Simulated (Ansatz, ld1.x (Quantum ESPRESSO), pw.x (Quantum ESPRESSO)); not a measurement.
**Equation-of-state test of one ultrasoft potential (indium)**

ld1.x (Quantum ESPRESSO) 7.5 input, shortened:

```
&input
   title='In', zed=49., rel=1, dft='PBE', iswitch=3,
   config='[Kr] 4d10 5s2 5p1 5d-2'
 /
 &inputp
   pseudotype=3, tm=.true., lloc=-1, rcloc=3.38,
   nlcc=.true., rcore=1.85,
   which_augfun='PSQ', rmatch_augfun_nc=.true.
 /
6
5S  1  0   2.00   0.00  2.10  2.80  0.0
5S  1  0   0.00   0.80  2.10  2.80  0.0
5P  2  1   1.00   0.00  3.20  3.90  0.0
5P  2  1   0.00   0.15  3.20  3.90  0.0
5D  3  2  -2.00   0.30  3.38  3.62  0.0
5D  3  2  -2.00   1.30  3.38  3.62  0.0
 &test
   configts(1)='5s2 5p1'
 /
```

Crystal test: fcc In in pw.x 7.5, no spin, 12³ k-points, Fermi–Dirac smearing 0.01 Ry, cutoffs 40/320 Ry. The reference is all-electron LAPW (Ansatz 0.2.0) with the same functional, mesh and smearing; V0 and B0 come from Birch–Murnaghan fits to the pressures at five volumes. Errors are pseudo minus all-electron; Δ is the rms difference of the E(V) curves that follow from these fits, minima aligned, over ±6 % about the mean V0. Mesh and smearing are coarse, so the numbers serve the comparison and aren't converged zero-temperature values; the lattice is a test structure that the element need not adopt.

```json
{"V (Å³/atom)": "26.366", "P all-electron (GPa)": "1.64", "P pseudo (GPa)": "2.83"}
{"V (Å³/atom)": "27.060", "P all-electron (GPa)": "0.58", "P pseudo (GPa)": "1.59"}
{"V (Å³/atom)": "27.754", "P all-electron (GPa)": "-0.32", "P pseudo (GPa)": "0.53"}
{"V (Å³/atom)": "28.448", "P all-electron (GPa)": "-1.08", "P pseudo (GPa)": "-0.38"}
{"V (Å³/atom)": "29.142", "P all-electron (GPa)": "-1.74", "P pseudo (GPa)": "-1.15"}
```

All-electron: a0 = 4.791 Å (V0 = 27.50 Å³/atom), B0 = 34.9 GPa.

Pseudopotential: mean pressure error (GPa): +0.87; a0 (Å): 4.829; a0 error (%): +0.78; B0 error (%): +4.0; Δ (meV/atom): 5.2. The largest radius (3.90 bohr) exceeds half the bond length (3.21 bohr), so the spheres overlap, which is one possible source of error among others. This is a poor potential for the solid. Atomic configuration tests: test run stopped at test 5 of 7 (negative rho).

At the middle volume, how do free energy and pressure move when the wave cutoff is lowered (ecutrho held at 320 Ry)?

```tsv
cutoff (Ry)	shift of F (meV/atom)	shift of P (GPa)
18	+0.2	+0.00
24	+0.1	+0.00
32	+0.0	+0.00
```

The run at the middle volume (72 k-points, 5 iterations) took about 5.3 s on one core of a shared host (Neoverse-V1, 32 threads, 247 GiB, load 25).
